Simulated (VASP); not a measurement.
# As: saddle point by the improved dimer method

As, defect, 15 atoms in the cell. PBE, improved dimer method; PAW potentials As (PBE set).

Path: a As atom hops into a neighbouring As vacancy; Length of the hop (Å): 2.506; Atoms free in the vibrations (from 0): 1, 5, 9, 10, 13.

## Input

INCAR.step1:
```
ALGO = Normal
EDIFF = 1E-7
EDIFFG = -0.005
ENCUT = 250
IBRION = 2
ISIF = 2
ISMEAR = 1
ISYM = 0
KPAR = 8
LASPH = True
LCHARG = False
LREAL = False
LWAVE = False
NELM = 100
NSW = 100
POTIM = 0.5
PREC = Accurate
SIGMA = 0.1
```

INCAR.step2, as INCAR.step1 but for:
```
- EDIFF = 1E-7
- EDIFFG = -0.005
+ EDIFF = 1E-6
+ EDIFFG = -0.02
```

INCAR.step3, as INCAR.step2 but for:
```
- IBRION = 2
- ISIF = 2
- NSW = 100
- POTIM = 0.5
+ IBRION = 44
+ NSW = 600
```

INCAR.step4, as INCAR.step3 but for:
```
- EDIFF = 1E-6
- EDIFFG = -0.02
- IBRION = 44
- NSW = 600
+ EDIFF = 1E-7
+ IBRION = 5
+ NFREE = 2
+ NSW = 1
+ POTIM = 0.015
```

KPOINTS:
```
k-points
0
Gamma
  3 3 3
```

POSCAR.step1:
```
As
1.0
    3.7615937974      2.1717571914      7.0281239890
   -3.7615937974      2.1717571914      7.0281239890
    0.0000000000     -4.3435143830      7.0281239890
As
15
Direct
    0.1130000000      0.1130000000      0.6130000000
    0.1130000000      0.6130000000      0.1130000000
    0.1130000000      0.6130000000      0.6130000000
    0.6130000000      0.1130000000      0.1130000000
    0.6130000000      0.1130000000      0.6130000000
    0.6130000000      0.6130000000      0.1130000000
    0.6130000000      0.6130000000      0.6130000000
    0.3870000000      0.3870000000      0.3870000000
    0.3870000000      0.3870000000      0.8870000000
    0.3870000000      0.8870000000      0.3870000000
    0.3870000000      0.8870000000      0.8870000000
    0.8870000000      0.3870000000      0.3870000000
    0.8870000000      0.3870000000      0.8870000000
    0.8870000000      0.8870000000      0.3870000000
    0.8870000000      0.8870000000      0.8870000000
```

POSCAR.step2:
```
As
1.0
    3.7615937974      2.1717571914      7.0281239890
   -3.7615937974      2.1717571914      7.0281239890
    0.0000000000     -4.3435143830      7.0281239890
As
15
Direct
    0.1130000000      0.1130000000      0.6130000000
    0.1130000000      0.6130000000      0.1130000000
    0.1130000000      0.6130000000      0.6130000000
    0.6130000000      0.1130000000      0.1130000000
    0.6130000000      0.1130000000      0.6130000000
    0.6130000000      0.6130000000      0.1130000000
    0.6130000000      0.6130000000      0.6130000000
    0.3870000000      0.3870000000      0.3870000000
    0.3870000000      0.3870000000      0.8870000000
    0.3870000000      0.8870000000      0.3870000000
    0.1130000000      1.1130000000      1.1130000000
    0.8870000000      0.3870000000      0.3870000000
    0.8870000000      0.3870000000      0.8870000000
    0.8870000000      0.8870000000      0.3870000000
    0.8870000000      0.8870000000      0.8870000000
```

POSCAR.step3:
```
As                                      
1.0
    3.7615937974      2.1717571914      7.0281239890
   -3.7615937974      2.1717571914      7.0281239890
    0.0000000000     -4.3435143830      7.0281239890
As
15
Direct
    0.1233507506      0.0993288940      0.6121748249
    0.1190424126      0.6045432305      0.1094655347
    0.1129014351      0.6110796066      0.6067775563
    0.6320146824      0.0985312872      0.1063256773
    0.6165015018      0.0972255730      0.6141872379
    0.6187500073      0.6146897990      0.0967982655
    0.6326989727      0.6074438770      0.6109100172
    0.4032908371      0.3743582876      0.3759577964
    0.3989580936      0.3841345376      0.8768610993
    0.3966391181      0.8779784885      0.3826817061
    0.2571821798      0.9952059786      0.9941926188
    0.8901652123      0.3738403849      0.3749618244
    0.8921540719      0.3800186076      0.8823501424
    0.8956682044      0.8919202827      0.3716587637
    0.8922757080      0.8771028737      0.8808768497

    0.0428134153      0.0346458968     -0.0386665934
    0.0514109107      0.0197545968     -0.0386664352
    0.0675220061      0.0389837712      0.0017045360
    0.0569457466      0.0328775415     -0.0130941317
    0.0408347799     -0.0005360506     -0.0122876004
    0.0199529243      0.0356320668     -0.0122878758
    0.0655432145      0.0378414799     -0.1438553862
    0.0673335955      0.0388750111      0.0013236783
    0.0513470838      0.0200490402     -0.0388706573
    0.0430365051      0.0344432989     -0.0388708115
   -0.6901202251     -0.3984410962      0.5151880914
    0.0653201827      0.0377126300     -0.1444690489
    0.0200270734      0.0358067260     -0.0120931511
    0.0410231697     -0.0005593861     -0.0120930481
    0.0570096174      0.0329144739     -0.0129615659
```

POSCAR.step4:
```
As
1.0
    3.7615937974      2.1717571914      7.0281239890
   -3.7615937974      2.1717571914      7.0281239890
    0.0000000000     -4.3435143830      7.0281239890
As
15
Selective dynamics
Direct
    0.1173722570      0.1009501731      0.6054024772  F F F
    0.1378097274      0.6256116196      0.0956397153  T T T
    0.1142137506      0.5952342911      0.6192790427  F F F
    0.6214156458      0.0971685960      0.1182981226  F F F
    0.6645009358      0.1259839697      0.5779196533  F F F
    0.5940643324      0.6241550943      0.1021998892  T T T
    0.6341527405      0.6004284864      0.6129315315  F F F
    0.4037266727      0.3656107796      0.3905674546  F F F
    0.3998506620      0.3806445286      0.8847533919  F F F
    0.3796361219      0.8905598462      0.3597827792  T T T
    0.2591595512      0.9493500698      0.0350076945  T T T
    0.8836360962      0.3723289476      0.3852661815  F F F
    0.8525107766      0.4088371341      0.8590217037  F F F
    0.9232493696      0.8838180015      0.3615066865  T T T
    0.8962945480      0.8667201709      0.8886035908  F F F
```

POSCAR.step5:
```
As
1.0
    3.7615937974      2.1717571914      7.0281239890
   -3.7615937974      2.1717571914      7.0281239890
    0.0000000000     -4.3435143830      7.0281239890
As
15
Selective dynamics
Direct
    0.1139112181      0.1139112417      0.6122085889  F F F
    0.1139112136      0.6122086018      0.1139112304  T T T
    0.1055069266      0.6137165801      0.6137165885  F F F
    0.6122085879      0.1139112352      0.1139112278  F F F
    0.6137165833      0.1055069260      0.6137165811  F F F
    0.6137165978      0.6137165835      0.1055069157  T T T
    0.6248897515      0.6248897669      0.6248897768  F F F
    0.3849422473      0.3849422417      0.3849422258  F F F
    0.3892340002      0.3892340156      0.8823789819  F F F
    0.3892340015      0.8823789844      0.3892340246  T T T
    0.3724072316      0.8934187697      0.8934187724  T T T
    0.8823789781      0.3892340089      0.3892340143  F F F
    0.8934188208      0.3724071659      0.8934188155  F F F
    0.8934187957      0.8934187981      0.3724072026  T T T
    0.8841050462      0.8841050805      0.8841050536  F F F
```

Commands (each step's output is kept before the next begins):
```
cat potpaw_PBE.64/As/POTCAR > POTCAR
cp INCAR.step1 INCAR
cp POSCAR.step1 POSCAR
mpirun -np 8 vasp_std > vasp.out
cp INCAR.step2 INCAR
cp POSCAR.step2 POSCAR
mpirun -np 8 vasp_std > vasp.out
# the block under the positions in POSCAR is the starting axis: the straight line between the two relaxed ends
cp INCAR.step3 INCAR
cp POSCAR.step3 POSCAR
mpirun -np 8 vasp_std > vasp.out
# POSCAR: the saddle point
cp INCAR.step4 INCAR
cp POSCAR.step4 POSCAR
mpirun -np 8 vasp_std > vasp.out
# POSCAR: the relaxed minimum
cp POSCAR.step5 POSCAR
mpirun -np 8 vasp_std > vasp.out
```

## Result

- Barrier (eV): 0.053
- Barrier with zero-point energies (eV): 0.050
- Imaginary frequency (cm⁻¹): 70
- Imaginary modes at the saddle: 1
- Attempt frequency (THz): 1.4
- Force evaluations of the dimer: 134
- Largest force left (eV/Å): 0.0196
- Ionic steps, all stages: 226
- Electronic steps, all stages: 1301

Vibrations (cm⁻¹; a negative value is imaginary):

| Mode | Minimum | Saddle |
|---|---|---|
| 1 | 190 | 196 |
| 2 | 167 | 186 |
| 3 | 163 | 171 |
| 4 | 162 | 168 |
| 5 | 160 | 162 |
| 6 | 159 | 161 |
| 7 | 158 | 155 |
| 8 | 147 | 154 |
| 9 | 144 | 145 |
| 10 | 140 | 143 |
| 11 | 137 | 101 |
| 12 | 125 | 91 |
| 13 | 79 | 87 |
| 14 | 64 | 66 |
| 15 | 39 | -70 |

The cell is As (16 atoms) with one As atom missing.

Limits: the cell holds 15 atoms, so the vacancy or interstitial meets its own images and the barrier isn't that of a lone defect; the attempt frequency counts the hopping atom and the four atoms nearest to it, while all others are held.

VASP 6.6.1 took 2030 s on 8 cores (AMD EPYC 9R45 (Zen 5)), a shared host.
